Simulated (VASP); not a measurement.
Runs of VASP 6.6.1 on BaTiO3. It takes space group P4mm (No. 99, tetragonal). Conventional cell: a = 3.967 Å, b = 3.967 Å, c = 4.066 Å, α = 90.00°, β = 90.00°, γ = 90.00°. Ba (site symmetry 4mm) is surrounded by 12 O at 2.79 to 2.89 Å. Ti (site symmetry 4mm) has 5 O at 1.84 to 1.99 Å as nearest neighbours. O (site symmetry 4mm) is surrounded by 1 Ti at 1.84 Å. O (site symmetry 2mm) is surrounded by 2 Ti at 1.99 Å. 

| task | level | potentials or basis | cell | cutoff (eV) | gap on the mesh (eV) | pressure (GPa) | largest force (eV/Å) |
| --- | --- | --- | --- | --- | --- | --- | --- |
| relaxation of shape and atoms at fixed volume | PBEsol | VASP PAW PBE potentials, release 64 (Ba_sv, Ti_sv, O) | atoms relaxed at fixed volume from: a relaxed cell with its volume scaled by 1.04 | 600 | 1.74 | -4.0 | 0.01 |
| relaxation of shape and atoms at fixed volume | PBEsol | VASP PAW PBE potentials, release 64 (Ba_sv, Ti_sv, O) | atoms relaxed at fixed volume from: a relaxed cell with its volume scaled by 1.06 | 600 | 1.74 | -5.4 | 0.01 |
| band structure | LDA | VASP PAW LDA potentials, release 64 (Ba_sv, Ti_sv, O) | P4mm, 12.8 Å³/atom | 520 | 1.72 | -4.4 | (a) |
| relaxation of cell and atoms | PBEsol | VASP PAW PBE potentials, release 64 (Ba_sv, Ti_sv, O) | relaxed | 600 | 1.76 | 0.0 | - |

Alike in all rows: no spin polarisation; k mesh 8 × 8 × 8; smearing gaussian 0.03 eV.

Question: Fill in the values left out.

Answer: (a) 0.07.

Caveats: spin-orbit coupling is left out, which moves the levels of the heavy elements; the PAW data sets were made with another functional, which shifts forces and pressure a little (some runs).

A k mesh can miss the band edges, and the runs leave out spin-orbit coupling on Ba.

Runs at the PBE level aren't shown here.
